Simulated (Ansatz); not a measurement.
## Ga₂S: competing structures

Theory: Ansatz 0.2.0, DFT PBE, scalar-relativistic, plane waves, PAW. All cells share a 420 eV cutoff and Γ-centred k meshes spaced at most about 0.3 Å⁻¹ (about 0.25 or finer for metals, 2π included). No spin polarisation.

Energies over the elements count from the elements' standard structures at the same level, with no fitted energy shifts.

All energies are static (0 K, no zero-point motion). Larger cells and other orderings weren't all tried, so the list isn't exhaustive. The k mesh leaves some 4 meV/atom of noise in the energy of each metallic cell. No dispersion correction is applied, so the spacing and binding between layers, chains or molecules are poorly described (P-42m, P4_2/mnm), and this can change margins and order among such cells. Kohn–Sham gaps at this level usually fall short of measured ones. The reference form of S is held partly by dispersion forces, which this level lacks.

Invented guesses were relaxed alike, and ends that match in structure were merged. ΔE counts from the first row. Coordination counts S atoms around Ga (those within 1.25 times the shortest such distance or 1.15 times the sum of covalent radii, 1.27 where that leaves under three; a plus sign parts nearer from farther groups; the shortest distance is added where it exceeds 1.18 times the sum of covalent radii). The ends were matched against large subsets of the Crystallography Open Database and the Materials Project, so a missing match doesn't prove that a structure is unreported.

```csv
#,reached from,type and space group,atoms,Å³/atom,coordination,ΔE (meV/atom),gap on mesh (eV),in databases
1,random cell,Cmme (No. 67),6,23.8,Ga 2,0,0.00,no match
2,Ta2H type (C222),C222 (No. 21),3,21.0,Ga 2,67,0.00,no match
3,"Te2Au type (C2/m), changed on relaxing","anti-cadmium iodide, P-3m1 (No. 164)",3,20.1,Ga 3,75,0.00,no match
4,anti-cadmium chloride type (R-3m),"anti-cadmium chloride, R-3m (No. 166)",3,20.1,Ga 3,109,0.00,no match
5,anti-anatase type (I4_1/amd),I4_1/amd (No. 141),6,18.3,Ga 3,116,0.00,no match
6,marcasite type (Pnnm),Pnnm (No. 58),6,22.5,Ga 2+1,248,0.00,no match
7,random cell with space group P-42m,P-42m (No. 111),6,26.4,Ga 1,263,0.00,no match
8,anti-rutile type (P4_2/mnm),P4_2/mnm (No. 136),6,51.8,Ga 2,345,1.17,no match
9,anti-fluorite type (Fm-3m),"anti-fluorite, Fm-3m (No. 225)",3,25.1,Ga 4 from 2.9 Å,373,0.00,no match
10,random cell,P6/mmm (No. 191),3,18.6,Ga 3 from 2.9 Å,376,0.00,no match
```

The lowest: Space group Cmme (No. 67), orthorhombic, a = 6.855 Å, b = 8.559 Å, c = 4.877 Å. Around Ga lie 2 S at 2.46 Å and 2 Ga at 2.51–2.53 Å; around S lie 4 Ga at 2.46 Å. Its energy over the elements is −0.33 eV/atom. A negative formation energy is needed for stability but isn't enough: competing phases decide. An observed structure of this formula, if there is one, may be missing.

```cif
data_structure
_symmetry_space_group_name_H-M 'Cmme'
_symmetry_Int_Tables_number 67
_cell_length_a 6.8545
_cell_length_b 8.5592
_cell_length_c 4.8769
_cell_angle_alpha 90.000
_cell_angle_beta 90.000
_cell_angle_gamma 90.000
_cell_volume 286.12
loop_
_atom_site_label
_atom_site_type_symbol
_atom_site_symmetry_multiplicity
_atom_site_Wyckoff_symbol
_atom_site_fract_x
_atom_site_fract_y
_atom_site_fract_z
_atom_site_occupancy
Ga1 Ga 8 m 0.50000 0.89672 0.68584 1
S1 S 4 a 0.25000 0.00000 0.00000 1
```

The second: Space group C222 (No. 21), orthorhombic, a = 4.389 Å, b = 6.026 Å, c = 4.762 Å. Ga has 2 S at 2.51 Å and 2 Ga at 2.61 Å; S is surrounded by 4 Ga at 2.51 Å. Counting S atoms around Ga, the first and the second both have Ga 2. Cells relaxed within their symmetry can be saddle points. Some candidate types were left out of the draw beforehand, so a known form may be missing.
